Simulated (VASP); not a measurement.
Wanted: the native input for a VASP 6.6.1 run.

```yaml
Task: single point
Functional: r2SCAN
Potentials_or_basis: VASP PAW PBE potentials, release 64 (Si)
Cutoff: 520 eV
k_mesh: 8 × 8 × 8
Occupations: gaussian, width 0.01 eV
Spin: no spin polarisation
Dipole_correction: no
Further_INCAR_settings: ALGO = Normal; EDIFF = 1e-06; NBANDS = 11
```

The system is Si.

```xyz
2
Lattice="0.0000 2.7221 2.6541 2.7221 0.0000 2.6541 2.7221 2.7221 0.0000" Properties=species:S:1:pos:R:3 pbc="T T T"
Si    0.0000    0.0000    0.0000
Si    1.3611    1.3611    1.3270
```

The cell isn't the ideal one: uniaxial_z strain -2.5%.

One way to write it, as run:

POSCAR

```
Si
1.0
    0.0000000000      2.7221188958      2.6540659234
    2.7221188958      0.0000000000      2.6540659234
    2.7221188958      2.7221188958      0.0000000000
Si
2
Direct
    0.0000000000      0.0000000000      0.0000000000
    0.2500000000      0.2500000000      0.2500000000
```

INCAR.step1

```
SYSTEM = Si
PREC = Accurate ; ENCUT = 520
ISMEAR = 0 ; SIGMA = 0.01
LREAL = .False. ; LASPH = .True.
NELM = 100 ; NBANDS = 11
GGA = PE ; ALGO = Normal
EDIFF = 1E-4 ; LWAVE = .True.
LCHARG = .False.
```

INCAR.step2

```
SYSTEM = Si
PREC = Accurate ; ENCUT = 520
EDIFF = 1E-6 ; ISMEAR = 0
SIGMA = 0.01 ; LREAL = .False.
LASPH = .True. ; NELM = 100
ALGO = Normal ; ISIF = 2
LWAVE = .False. ; LCHARG = .False.
METAGGA = R2SCAN ; LMIXTAU = .True.
NBANDS = 11 ; ISTART = 1
```

KPOINTS

```
regular mesh
0
Gamma
  8 8 8
  0 0 0
```

Potentials or basis: VASP PAW PBE potentials, release 64 (Si).

Run with:

```console
$ cat potpaw_PBE.64/Si/POTCAR > POTCAR
$ cp INCAR.step1 INCAR
$ mpirun -np 1 vasp_std > vasp.out
$ cp INCAR.step2 INCAR
$ mpirun -np 1 vasp_std > vasp.out
```

Results of the run:

```
Pressure               : 2.3 GPa
Band gap on the k mesh : 0.50 eV, indirect (least direct gap 2.58 eV)
```

Caveat: the PAW data sets were made with another functional, which shifts forces and pressure a little.

It took 70 s on 1 thread of Intel(R) Xeon(R) Platinum 8488C (Sapphire Rapids), on a shared host, peak memory 0.16 GiB.
